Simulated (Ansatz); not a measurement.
Relaxed sheet of InSe:

```yaml
crystal:
  lattice:
    - [4.02663, 0.00000, 0.00000]
    - [-2.01332, 3.48717, 0.00000]
    - [0.00000, 0.00000, 36.72257]
  periodic: [true, true, false]
  atoms:
    - { symbol: Se, position: [0.33333, 0.66667, 0.42667] }
    - { symbol: In, position: [0.00000, 0.00000, 0.46195] }
    - { symbol: In, position: [0.00000, 0.00000, 0.53805] }
    - { symbol: Se, position: [0.33333, 0.66667, 0.57333] }
```

Theory: Ansatz 0.2.0, DFT PBE+D3(BJ), scalar-relativistic, plane waves, PAW. Settings: cutoff 420 eV, Γ-centred mesh 12×12×1 on the computed 4-atom cell, Gaussian smearing of 0.02 eV; no spin polarisation. No periodic images along c.

Atoms relax at each strain; stress is positive in compression. Unstrained: gap 1.63 eV, thickness 5.385 Å.

Q: How does it respond to strain along y (x held) of -2, +2, +5 %?

A:
```
strain (%)  ΔE (meV/cell)  σxx (N/m)  σyy (N/m) gap thickness (Å)
        -2            9.4       0.32       1.09  1.79 eV          5.428
        +2            9.0      -0.27      -1.01  1.45 eV          5.344
        +5           53.6      -0.57      -2.35  1.18 eV          5.278
```